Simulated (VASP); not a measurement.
## Results of a VASP single-point calculation on BaO (strained rocksalt)

POSCAR

```
Ba O
 1.0000000000000000
     0.0000000000000000    2.7589145524999998    2.7719426830999998
     2.7589145524999998    0.0000000000000000    2.7719426830999998
     2.7589145524999998    2.7589145524999998    0.0000000000000000
 Ba  O
   1   1
Cartesian
  0.0000000000000000  0.0000000000000000  0.0000000000000000
  2.7589145524999998  2.7589145524999998  2.7719426830999998
```

```yaml
gap_between_bands_v_and_c: 2.27 eV
least_direct_gap: 2.27 eV
```

Band v is the last that the valence electrons fill when counted band by band, and c is the next. Levels in eV from the top of v:

```
point    v−1      v     c   c+1
    Γ  -0.39  -0.39  4.15  5.08
    X  -0.18   0.00  2.27  6.59
    K  -0.79  -0.18  3.77  7.02
    L  -1.55  -1.54  5.31  7.66
    W  -0.25  -0.22  4.99  5.01
```

Question: Which of these levels of theory gave these results?
A. PBE0
B. PBEsol
C. PBE
D. HSE06
E. LDA
F. r²SCAN
G. PBE with spin–orbit coupling

Answer: F.

The INCAR was:

```
PREC = Accurate
NELM = 120
EDIFF = 1E-7
METAGGA = R2SCAN
LASPH = .TRUE.
NSW = 0
NBANDS = 15
ALGO = Normal
ISIF = 2
SIGMA = 0.01
ENCUT = 520
LCHARG = .FALSE.
LREAL = .FALSE.
LWAVE = .FALSE.
ISMEAR = 0
IBRION = -1
```
